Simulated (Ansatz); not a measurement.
**Cr (simple hexagonal type): how the settings move a relaxation**

Aim: see which settings change the result for Cr (simple hexagonal type), by how much, and at what cost.

Method: reference: DFT, PBE, PAW with Ansatz's default frozen-core files, scalar-relativistic, in Ansatz 0.2.0.

1 further run of the same task is left out (for a known fault of the program).

## (1) Starting point

It takes space group P6/mmm (No. 191, hexagonal). The conventional cell has a = 2.450 Å, b = 2.450 Å, c = 2.177 Å, α = 90.00°, β = 90.00°, γ = 120.00°. Cr (site symmetry 6/mmm) has 8 Cr at 2.18 to 2.45 Å as nearest neighbours.

As a file:

```
CELL_PARAMETERS angstrom
2.44961 0.00000 0.00000
-1.22481 2.12143 0.00000
0.00000 0.00000 2.17661
ATOMIC_POSITIONS crystal
Cr 0.00000 0.00000 0.00000
```

## (2) Baseline

input.yaml

```yaml
crystal:
  lattice:
    - [2.4496113343, 0.0, 0.0]
    - [-1.2248056672, 2.1214256449, 0.0]
    - [0.0, 0.0, 2.1766065295]
  atoms:
    - { symbol: Cr, position: [0.0, 0.0, 0.0], spin: 2.0 }
magnetization:
  spin_polarized: true
kpoints:
  mp_grid: { grid: [18, 18, 16] }
scf:
  occupations: { method: fermi_dirac, width: 0.08 }
hamiltonian:
  xc: pbe
  pseudopotentials: { kind: paw }
output:
  forces: true
  stress: true
relax:
  f_tol: 0.005
  max_steps: 30
  cell: { stress_tol: 0.04, fix: [volume] }
```

Run with:

```console
ansatz run input.yaml --threads 1 --pin off --max-ram 3072MiB --backend cpu --events-out ev --progress --plain --runs-dir out
```

## (3) Variant: preconditioner kerker_dos, dispersion d4, ecutwfc 250 eV

input.yaml: that of step 2 with these lines changed.

```diff
@@ -13,2 +13,3 @@
   occupations: { method: fermi_dirac, width: 0.08 }
+  mixing: { preconditioner: kerker_dos }
 hamiltonian:
@@ -16,2 +17,3 @@
   pseudopotentials: { kind: paw }
+  dispersion: d4
 output:
@@ -23 +25,3 @@
   cell: { stress_tol: 0.04, fix: [volume] }
+basis:
+  ecutwfc: "250 eV"
```

Before running it: what results should come out? Wanted: for each run, ending; energy change; pressure; gap; force.

**Answer**, as computed:

| run | ending | energy change | pressure (GPa) | gap (eV) | force (eV/Å) | cycles | time |
| --- | --- | --- | --- | --- | --- | --- | --- |
| reference | converged | 0 | 20.5 | 0.00 | 0.00 | 30 | 42 s |
| 1: preconditioner kerker_dos, dispersion d4, ecutwfc 250 eV | converged | +1.19 eV/atom (offset of the dispersion model) | 14.7 | 0.00 | 0.00 | 206 | 3.1 min |

**Reading.** Changing the mixing, dispersion term and cutoff moves the energy by +1.19 eV/atom, and the pressure goes from 20.5 to 14.7 GPa. The dispersion term itself accounts for -456.2 meV/atom of it. The log warns that the cutoff is under what these potentials recommend, so the shift holds truncation error. Cost: 206 SCF cycles against 30, 3.1 min against 42 s. Run 1 ran under the cutoff that the potentials recommend, as the log warns, so basis error is mixed into its values. The structure is not at rest: the sound run finds 20 GPa, so these are no properties of the relaxed crystal. 
